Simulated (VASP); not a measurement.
# What goes wrong when the modes of SnO2 (Cassiterite) are computed with a bad input, part 3 of 3

Some phonon runs on SnO2 (Cassiterite) get a fault in the input on purpose. Which of them show, and how? The starting structure is a measured crystal structure from the Crystallography Open Database.

VASP 6.6.1.

Results so far: reference B2g 754.5 cm⁻¹; a cutoff far too low B2g 845.2 cm⁻¹.

## 4. Modes with a loose electronic threshold

Level of this step: LDA; plane waves and PAW (Sn_d, O) (VASP).

A slip made on purpose: a loose electronic threshold. Against step 2 the input has EDIFF = 1E-04 (also changed: NELM).

File INCAR:

```
SYSTEM = SnO2
PREC = Accurate
ENCUT = 520
EDIFF = 1E-04
NELM = 60
ISMEAR = 0
SIGMA = 0.03
LREAL = .FALSE.
ALGO = Normal
GGA = CA
NBANDS = 32
LORBIT = 11
LWAVE = .FALSE.
LCHARG = .FALSE.
KPAR = 8
IBRION = 6
NFREE = 2
POTIM = 0.015
NSW = 1
ISIF = 2
```

File POSCAR:

```
SnO2
1.0
    4.7290715677      0.0000000000      0.0000000000
    0.0000000000      4.7290715677      0.0000000000
    0.0000000000      0.0000000000      3.1967100216
Sn O
2 4
Direct
    0.5000000000      0.5000000000      0.5000000000
    0.0000000000      0.0000000000      0.0000000000
    0.8060430162      0.1939569838      0.5000000000
    0.6939569838      0.6939569838      0.0000000000
    0.1939569838      0.8060430162      0.5000000000
    0.3060430162      0.3060430162      0.0000000000
```

File KPOINTS:

```
Automatic mesh
0
Gamma
6 6 6
0 0 0
```

The projector-augmented-wave data sets are Sn_d and O (LDA family, release 64).

Run with:

```console
$ mpirun -np 8 vasp_std
```

Log:

```text
[... set-up lines as in an earlier step ...]
 entering main loop
       N       E                     dE             d eps       ncg     rms          rms(c)
[... 10 cycles as in an earlier step ...]
DAV:  11    -0.422812694869E+02    0.24739E-06   -0.16176E-04  2376   0.202E-01
   1 F= -.42281269E+02 E0= -.42281269E+02  d E =-.146365E-24
[... from here on, the cycles between the ionic steps are left out ...]
   2 F= -.42278588E+02 E0= -.42278588E+02  d E =-.245133E-24
   3 F= -.42278533E+02 E0= -.42278533E+02  d E =-.278315E-24
   4 F= -.42279132E+02 E0= -.42279132E+02  d E =-.834022E-25
   5 F= -.42279014E+02 E0= -.42279014E+02  d E =-.623967E-25
   6 F= -.42279760E+02 E0= -.42279760E+02  d E =-.576807E-29
   7 F= -.42279714E+02 E0= -.42279714E+02  d E =-.114213E-25
   8 F= -.42279804E+02 E0= -.42279804E+02  d E =-.139084E-24
   9 F= -.42279795E+02 E0= -.42279795E+02  d E =-.133872E-24
 Finite differences progress:
  Degree of freedom:   4/  4
  Displacement:        2/  2
  Total:               8/  8
```

Run time: 45 s. Hardware: 8 MPI ranks of Intel Xeon Platinum 8259CL at 2.50GHz (Skylake/Cascade Lake), shared host; peak memory 2.9 GiB; 5.9 min of CPU time.

OUTCAR, selected parts (step 4):

```text
  Total       -0.0110009     -0.0110009      0.0064295     -0.0020371      0.0814920     -0.0814917
  in kB       -0.2465381     -0.2465381      0.1440891     -0.0456538      1.8262925     -1.8262859
  external PRESSURE =      -0.1163290 kB  Pullay stress =       0.0000000 kB

 POSITION                                       TOTAL-FORCE (eV/Angst)
 -----------------------------------------------------------------------------------
      2.36454      2.36454      1.59836         0.000613     -0.000613     -0.010094
      0.00000      0.00000      0.00000         0.003300     -0.003300     -0.150476
      3.81184      0.91724      1.58336        -0.002522      0.002522      0.223806
      3.28177      3.28177      0.00000        -0.001328     -0.001258     -0.032115
      0.91724      3.81184      1.59836        -0.001321      0.001321      0.000992
      1.44730      1.44730      0.00000         0.001258      0.001328     -0.032115
 -----------------------------------------------------------------------------------
    total drift:                               -0.004776     -0.005016      0.032836

  FREE ENERGIE OF THE ION-ELECTRON SYSTEM (eV)
  ---------------------------------------------------
  free  energy   TOTEN  =       -42.2797952758 eV

  energy  without entropy=      -42.2797952758  energy(sigma->0) =      -42.27979528

[... 2 parts as in an earlier step ...]

[... 1 further part left out ...]
[key lines of the parts left out:]
E-fermi :   6.0851
```

With a loose electronic threshold the modes are at the top B2g 778.8, A1g 652.7 cm⁻¹, at the bottom B1g 164.7, B1u (1) 162.1 cm⁻¹, with 7 more of the listed ones between; the largest shift is +63.5 cm⁻¹, in B1g, from the reference.

## 5. Modes with a structure that was not relaxed

A slip made on purpose: a structure that was not relaxed. Against step 2 the input has another starting structure (also changed: NELM).

Changes to INCAR since step 4:

```diff
@@ -3,3 +3,3 @@
 ENCUT = 520
-EDIFF = 1E-04
+EDIFF = 1E-08
 NELM = 60
```

File POSCAR:

```
SnO2
1.0
    4.7380000000      0.0000000000      0.0000000000
    0.0000000000      4.7380000000      0.0000000000
    0.0000000000      0.0000000000      3.1865000000
Sn O
2 4
Direct
    0.5000000000      0.5000000000      0.5000000000
    0.0000000000      0.0000000000      0.0000000000
    0.8071000000      0.1929000000      0.5000000000
    0.6929000000      0.6929000000      0.0000000000
    0.1929000000      0.8071000000      0.5000000000
    0.3071000000      0.3071000000      0.0000000000
```

KPOINTS is that of step 4.

Run with:

```console
$ mpirun -np 8 vasp_std
```

Log:

```text
[... set-up lines as in an earlier step ...]
 entering main loop
       N       E                     dE             d eps       ncg     rms          rms(c)
DAV:   1     0.625348990417E+03    0.62535E+03   -0.26285E+04  2824   0.255E+03
DAV:   2     0.465928618206E+02   -0.57876E+03   -0.55485E+03  2848   0.671E+02
DAV:   3    -0.440456740139E+02   -0.90639E+02   -0.89587E+02  2968   0.220E+02
DAV:   4    -0.483080332210E+02   -0.42624E+01   -0.42480E+01  3096   0.528E+01
[...]
DAV:  13    -0.422775993753E+02    0.37774E-05   -0.13933E-05  4136   0.470E-02    0.159E-03
DAV:  14    -0.422775994830E+02   -0.10772E-06   -0.13906E-06  3024   0.897E-03    0.827E-04
DAV:  15    -0.422775994876E+02   -0.45466E-08   -0.69853E-08  3408   0.212E-03
   1 F= -.42277599E+02 E0= -.42277599E+02  d E =-.844875E-15
[... from here on, the cycles between the ionic steps are left out ...]
   2 F= -.42274902E+02 E0= -.42274902E+02  d E =-.278773E-14
   3 F= -.42274902E+02 E0= -.42274902E+02  d E =-.277966E-14
   4 F= -.42275223E+02 E0= -.42275223E+02  d E =-.726264E-15
   5 F= -.42275223E+02 E0= -.42275223E+02  d E =-.728079E-15
   6 F= -.42274167E+02 E0= -.42274167E+02  d E =-.171050E-16
   7 F= -.42277993E+02 E0= -.42277993E+02  d E =-.100119E-11
   8 F= -.42276078E+02 E0= -.42276078E+02  d E =-.198321E-14
   9 F= -.42276078E+02 E0= -.42276078E+02  d E =-.197585E-14
 Finite differences progress:
  Degree of freedom:   4/  4
  Displacement:        2/  2
  Total:               8/  8
```

Run time: 85 s. Hardware: 8 MPI ranks; peak memory 2.9 GiB.

OUTCAR, selected parts (step 5):

```text
  Total       -0.0825594     -0.0825594      0.6149200     -0.0025234      0.0870236     -0.0870236
  in kB       -1.8491549     -1.8491549     13.7728921     -0.0565177      1.9491432     -1.9491435
  external PRESSURE =       3.3581941 kB  Pullay stress =       0.0000000 kB

 POSITION                                       TOTAL-FORCE (eV/Angst)
 -----------------------------------------------------------------------------------
      2.36900      2.36900      1.59325         0.000445     -0.000445     -0.005374
      0.00000      0.00000      0.00000         0.003896     -0.003896     -0.150840
      3.82404      0.91396      1.57825        -0.131924      0.131924      0.202971
      3.28296      3.28296      0.00000         0.127623      0.127656     -0.026114
      0.91396      3.82404      1.59325         0.127615     -0.127615      0.005472
      1.45504      1.45504      0.00000        -0.127656     -0.127623     -0.026114
 -----------------------------------------------------------------------------------
    total drift:                               -0.000026      0.000027     -0.000277

  FREE ENERGIE OF THE ION-ELECTRON SYSTEM (eV)
  ---------------------------------------------------
  free  energy   TOTEN  =       -42.2760779563 eV

  energy  without entropy=      -42.2760779563  energy(sigma->0) =      -42.27607796

[... 1 part as in an earlier step ...]

[... 2 further parts left out ...]
[key lines of the parts left out:]
E-fermi :   6.0138
```

With a structure that was not relaxed the modes are at the top B2g 752.3, A1g 629.7 cm⁻¹, at the bottom B1u (1) 148.9, B1g 97.6 cm⁻¹, with 7 more of the listed ones between; the largest shift is +11.9 cm⁻¹, in A2u, from the reference.

## 6. Modes with one-sided displacements

A slip made on purpose: one-sided displacements. Against step 2 the input has NFREE = 1 (also changed: NELM).

Changes to INCAR since step 5:

```diff
@@ -16,3 +16,3 @@
 IBRION = 6
-NFREE = 2
+NFREE = 1
 POTIM = 0.015
```

File POSCAR:

```
SnO2
1.0
    4.7290715677      0.0000000000      0.0000000000
    0.0000000000      4.7290715677      0.0000000000
    0.0000000000      0.0000000000      3.1967100216
Sn O
2 4
Direct
    0.5000000000      0.5000000000      0.5000000000
    0.0000000000      0.0000000000      0.0000000000
    0.8060430162      0.1939569838      0.5000000000
    0.6939569838      0.6939569838      0.0000000000
    0.1939569838      0.8060430162      0.5000000000
    0.3060430162      0.3060430162      0.0000000000
```

KPOINTS is that of step 5.

Run with:

```console
$ mpirun -np 8 vasp_std
```

Log:

```text
[... set-up lines as in an earlier step ...]
 entering main loop
       N       E                     dE             d eps       ncg     rms          rms(c)
[... 15 cycles as in an earlier step ...]
   1 F= -.42281275E+02 E0= -.42281275E+02  d E =-.656423E-25
[...]
2 F= -.42278536E+02 E0= -.42278536E+02  d E =-.291061E-24
[...]
3 F= -.42279014E+02 E0= -.42279014E+02  d E =-.504438E-25
[...]
4 F= -.42279767E+02 E0= -.42279767E+02  d E =-.617561E-29
[...]
5 F= -.42279799E+02 E0= -.42279799E+02  d E =-.129052E-24
 Finite differences progress:
  Degree of freedom:   4/  4
  Displacement:        1/  1
  Total:               4/  4
```

It took 48 s on 8 MPI ranks; peak memory 2.8 GiB; 6.2 min of CPU time.

Parts of OUTCAR (step 6):

```text
  Total       -0.0022202     -0.0022202      0.0157543     -0.0024413     -0.0834414      0.0834414
  in kB       -0.0497573     -0.0497573      0.3530642     -0.0547102     -1.8699804      1.8699803
  external PRESSURE =       0.0845165 kB  Pullay stress =       0.0000000 kB

 POSITION                                       TOTAL-FORCE (eV/Angst)
 -----------------------------------------------------------------------------------
      2.36454      2.36454      1.59836         0.000485     -0.000485      0.004706
      0.00000      0.00000      0.00000         0.003775     -0.003775      0.143753
      3.81184      0.91724      1.61336        -0.002839      0.002839     -0.197029
      3.28177      3.28177      0.00000        -0.001376     -0.001327      0.026616
      0.91724      3.81184      1.59836        -0.001373      0.001373     -0.004661
      1.44730      1.44730      0.00000         0.001327      0.001376      0.026616
 -----------------------------------------------------------------------------------
    total drift:                               -0.000462     -0.000343      0.000261

  FREE ENERGIE OF THE ION-ELECTRON SYSTEM (eV)
  ---------------------------------------------------
  free  energy   TOTEN  =       -42.2797987711 eV

  energy  without entropy=      -42.2797987711  energy(sigma->0) =      -42.27979877

[... 2 parts as in an earlier step ...]

[... 1 further part left out ...]
[key lines of the parts left out:]
E-fermi :   6.0849
```

With one-sided displacements the modes are at the top B2g 752.9, A1g 626.8 cm⁻¹, at the bottom B1u (1) 146.8, B1g 101.6 cm⁻¹, with 7 more of the listed ones between; the largest shift is -2.9 cm⁻¹, in Eu (3), from the reference.

## 7. Comparison

```csv
run,B2g,A1g,Eu (3),B1u (2),Eu (2),Eu (1),B1u (1),B1g,core minutes
reference,754.5,628.0,599.9,560.2,281.1,223.1,146.8,101.2,11.6
a cutoff far too low,845.2,665.7,700.1,675.2,306.2,274.5,174.0,104.6,3.2
a loose electronic threshold,778.8,652.7,617.2,582.5,283.5,248.5,162.1,164.7,6.0
a structure that was not relaxed,752.3,629.7,595.1,567.6,276.5,224.8,148.9,97.6,11.3
one-sided displacements,752.9,626.8,597.0,560.2,280.6,223.8,146.8,101.6,6.4
```

Modes are in cm⁻¹, degenerate ones as one, matched between runs by symmetry and order. A number in brackets counts the listed modes of one symmetry from the lowest. The symmetry labels come from an automatic analysis and can be wrong where levels nearly coincide. Between the highest four and the lowest four, 3 more are left out. Core minutes are wall time times ranks of the run shown, on a shared host.

## 8. Results

```json
{
  "B2g, reference": "754.5 cm⁻¹",
  "B1g, reference": "101.2 cm⁻¹",
  "B2g, a cutoff far too low": "845.2 cm⁻¹",
  "B1g, a cutoff far too low": "104.6 cm⁻¹",
  "B2g, a loose electronic threshold": "778.8 cm⁻¹",
  "B1g, a loose electronic threshold": "164.7 cm⁻¹",
  "B2g, a structure that was not relaxed": "752.3 cm⁻¹",
  "B1g, a structure that was not relaxed": "97.6 cm⁻¹",
  "B2g, one-sided displacements": "752.9 cm⁻¹",
  "B1g, one-sided displacements": "101.6 cm⁻¹"
}
```

In words: Finished, but with signs in the output that stand out against the reference: a cutoff far too low, with modes off by up to +115 cm⁻¹, in B1u (2) (signs: a pressure of -138.3 GPa on the undisplaced cell and forces of up to 0.23 eV/Å on the undisplaced atoms); a loose electronic threshold, with modes off by up to +64 cm⁻¹, in B1g (signs: a pressure of 0.2 GPa on the undisplaced cell); a structure that was not relaxed, with modes off by up to +12 cm⁻¹, in A2u (signs: a pressure of 0.3 GPa on the undisplaced cell and forces of up to 0.18 eV/Å on the undisplaced atoms); one-sided displacements, with modes off by up to -2.9 cm⁻¹, in Eu (3) (signs: a translation at -2 cm⁻¹ instead of zero). The frequencies are harmonic, and the splitting of polar modes by their long-range field is left out. Further runs on this material are not shown.

[Lines on the potential files, build, host, timing and source positions are cut from VASP's logs without a mark.]

[Logs are printed without paths, hosts, clocks, repeated set-up lines and the standing remarks that a program may print on its own settings, such as how far it seeks lower states.]

[Hosts, paths, dates, database ids (printed as entryN), source tags and the programs' standing remarks are cut or masked in the printed files.]
